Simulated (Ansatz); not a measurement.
A calculation with Ansatz 0.2.0 of BN (native input, structure typed inline):

File input.yaml:

```yaml
crystal:
  lattice:
    - [0.0, 1.7373698, 1.7373698]
    - [1.7373698, 0.0, 1.7373698]
    - [1.7373698, 1.7373698, 0.0]
  atoms:
    - { symbol: "N", position: [0.75, 0.75, 0.75], spin: 0.5, spin_axis: [0.0, 0.0, 0.5] }
    - { symbol: B, position: [0.0, 0.0, 0.0] }
hamiltonian:
  xc: { exchange: b88, correlation: pbe }
  pseudopotentials: { kind: paw }
  dispersion: d4
magnetization:
  noncollinear: true
  spin_orbit: false
kpoints:
  mp_grid: { grid: [13, 13, 13] }
scf:
  occupations: { method: fermi_dirac, width: 0.05 }
  n_extra_bands: 6
output:
  forces: true
  stress: true
  eigenvalues: true
  dos: { projected: true, de: 0.05, nscf_kmesh: { grid: [20, 20, 20] } }
  write_density: true
  write_potential: true
  elf: true
  volumetric_format: npy
```

Potentials or basis: Ansatz PAW.

Command:

```bash
$ ansatz run input.yaml --threads 2 --pin off --max-ram 5120MiB --backend cpu --events-out ev --progress --plain --runs-dir out
```

The cell isn't the ideal one: volume scaled by 0.88.

The cell is a database's computed one.

Question: Write the same calculation in another form: ASE script, structure from a CIF.

Answer: As run:

The input run.py:

```python
import json

import ase.io
import numpy as np
import spglib

import ansatz as az

atoms = ase.io.read("BN.cif")
cell, frac, numbers = spglib.find_primitive((atoms.cell[:], atoms.get_scaled_positions(), atoms.numbers), symprec=1e-5)
atoms = ase.Atoms(numbers, cell=cell, scaled_positions=frac, pbc=True)
atoms.set_initial_magnetic_moments([[0.0, 0.0, 0.5], [0.0, 0.0, 0.0]])

calculation = (
    az.Crystal.from_ase(atoms)
    .calculation()
    .kpoints(13, 13, 13)
    .functional(exchange="b88", correlation="pbe", dispersion="d4")
    .pseudopotentials(kind="paw")
    .spin("noncollinear", soc=False)
    .scf(extra_bands=6)
    .occupations(method="fermi_dirac", width=0.05)
    .density()
    .potential()
    .output_files(volumetric_format="npy")
    .electron_localization_function()
    .density_of_states(energy_step=0.05, projected=True, nscf_kmesh=(20, 20, 20))
    .forces()
    .stress()
    .band_table(publish=True)
)
outcome = calculation.run(threads=2, events_out="events.jsonl")

report = outcome.report
for line in open("events.jsonl"):
    event = json.loads(line)
    if event["event"] == "scf_iter":
        d = event["data"]
        print(f"SCF {d['iter']:3d}  HF = {d['harris_foulkes_ev']:.6f} eV  dr2 = {d['dr2_ev']:.2e} eV")
    elif event["event"] in ("relax_step", "md_step"):
        d = event["data"]
        print(f"{event['event']} {d['step']:3d}  E = {d['lagrangian_ev']:.6f} eV")
np.set_printoptions(precision=5, suppress=True, linewidth=110)
print("converged:", report["converged"], "after", report["n_iterations"], "iterations")
print(f"free energy {report['free_energy_ev']:.6f} eV, Fermi level {report['fermi_energy_ev']:.4f} eV")
for key in ("band_edges_ev", "magnetization_mub", "site_moments_mub", "site_moments_nc_mub", "forces_ev_ang",
                "stress_gpa", "kpoints_frac", "eigenvalues_ev"):
    if report.get(key) is not None:
        print(key, np.array(report[key]), sep="\n")
```

BN.cif

```cif
data_BN
_cell_length_a 3.47473960
_cell_length_b 3.47473960
_cell_length_c 3.47473960
_cell_angle_alpha 90.00000000
_cell_angle_beta 90.00000000
_cell_angle_gamma 90.00000000
_space_group_name_H-M_alt 'F-43m'
_space_group_name_Hall 'F -4 2 3'
_space_group_IT_number 216
loop_
_space_group_symop_operation_xyz
'x,y,z'
'y,-x,-z'
'-x,-y,z'
'-y,x,-z'
'x,-y,-z'
'y,x,z'
'-x,y,-z'
'-y,-x,z'
'z,x,y'
'-z,y,-x'
'z,-x,-y'
'-z,-y,x'
'-z,x,-y'
'z,y,x'
'-z,-x,y'
'z,-y,-x'
'y,z,x'
'-x,-z,y'
'-y,z,-x'
'x,-z,-y'
'-y,-z,x'
'x,z,y'
'y,-z,-x'
'-x,z,-y'
'x,y+1/2,z+1/2'
'y,-x+1/2,-z+1/2'
'-x,-y+1/2,z+1/2'
'-y,x+1/2,-z+1/2'
'x,-y+1/2,-z+1/2'
'y,x+1/2,z+1/2'
'-x,y+1/2,-z+1/2'
'-y,-x+1/2,z+1/2'
'z,x+1/2,y+1/2'
'-z,y+1/2,-x+1/2'
'z,-x+1/2,-y+1/2'
'-z,-y+1/2,x+1/2'
'-z,x+1/2,-y+1/2'
'z,y+1/2,x+1/2'
'-z,-x+1/2,y+1/2'
'z,-y+1/2,-x+1/2'
'y,z+1/2,x+1/2'
'-x,-z+1/2,y+1/2'
'-y,z+1/2,-x+1/2'
'x,-z+1/2,-y+1/2'
'-y,-z+1/2,x+1/2'
'x,z+1/2,y+1/2'
'y,-z+1/2,-x+1/2'
'-x,z+1/2,-y+1/2'
'x+1/2,y,z+1/2'
'y+1/2,-x,-z+1/2'
'-x+1/2,-y,z+1/2'
'-y+1/2,x,-z+1/2'
'x+1/2,-y,-z+1/2'
'y+1/2,x,z+1/2'
'-x+1/2,y,-z+1/2'
'-y+1/2,-x,z+1/2'
'z+1/2,x,y+1/2'
'-z+1/2,y,-x+1/2'
'z+1/2,-x,-y+1/2'
'-z+1/2,-y,x+1/2'
'-z+1/2,x,-y+1/2'
'z+1/2,y,x+1/2'
'-z+1/2,-x,y+1/2'
'z+1/2,-y,-x+1/2'
'y+1/2,z,x+1/2'
'-x+1/2,-z,y+1/2'
'-y+1/2,z,-x+1/2'
'x+1/2,-z,-y+1/2'
'-y+1/2,-z,x+1/2'
'x+1/2,z,y+1/2'
'y+1/2,-z,-x+1/2'
'-x+1/2,z,-y+1/2'
'x+1/2,y+1/2,z'
'y+1/2,-x+1/2,-z'
'-x+1/2,-y+1/2,z'
'-y+1/2,x+1/2,-z'
'x+1/2,-y+1/2,-z'
'y+1/2,x+1/2,z'
'-x+1/2,y+1/2,-z'
'-y+1/2,-x+1/2,z'
'z+1/2,x+1/2,y'
'-z+1/2,y+1/2,-x'
'z+1/2,-x+1/2,-y'
'-z+1/2,-y+1/2,x'
'-z+1/2,x+1/2,-y'
'z+1/2,y+1/2,x'
'-z+1/2,-x+1/2,y'
'z+1/2,-y+1/2,-x'
'y+1/2,z+1/2,x'
'-x+1/2,-z+1/2,y'
'-y+1/2,z+1/2,-x'
'x+1/2,-z+1/2,-y'
'-y+1/2,-z+1/2,x'
'x+1/2,z+1/2,y'
'y+1/2,-z+1/2,-x'
'-x+1/2,z+1/2,-y'
loop_
_atom_site_label
_atom_site_type_symbol
_atom_site_symmetry_multiplicity
_atom_site_Wyckoff_symbol
_atom_site_fract_x
_atom_site_fract_y
_atom_site_fract_z
_atom_site_occupancy
N1 N 4 d 0.2500000000 0.2500000000 0.7500000000 1
B1 B 4 a 0.0000000000 0.0000000000 0.0000000000 1
```

Potentials or basis: Ansatz PAW.

The run is started by

```sh
$ python run.py
```

Both were run:

|  | native input, structure typed inline | ASE script, structure from a CIF |
| --- | --- | --- |
| Pressure | 52.0 GPa | 52.0 GPa |
| Band gap on the k mesh | 4.69 eV, indirect (least direct gap 9.44 eV) | 4.69 eV, indirect (least direct gap 9.44 eV) |
| Net moment | 0.00 μB per cell | 0.00 μB per cell |
| Absolute moment | 0.00 μB per cell | 0.00 μB per cell |

Keys that steer only the numerical path or the files written may differ.

Caveat: the potentials were made for another functional, which shifts forces and pressure; odd divisions of the mesh miss points on the zone boundary, where band edges often lie, so the gap on the mesh can be too wide; the pressure holds a Pulay correction of +1.1 GPa for the finite cutoff; the dispersion damping was fitted for another functional or another form of the correction; the starting moments weren't kept.
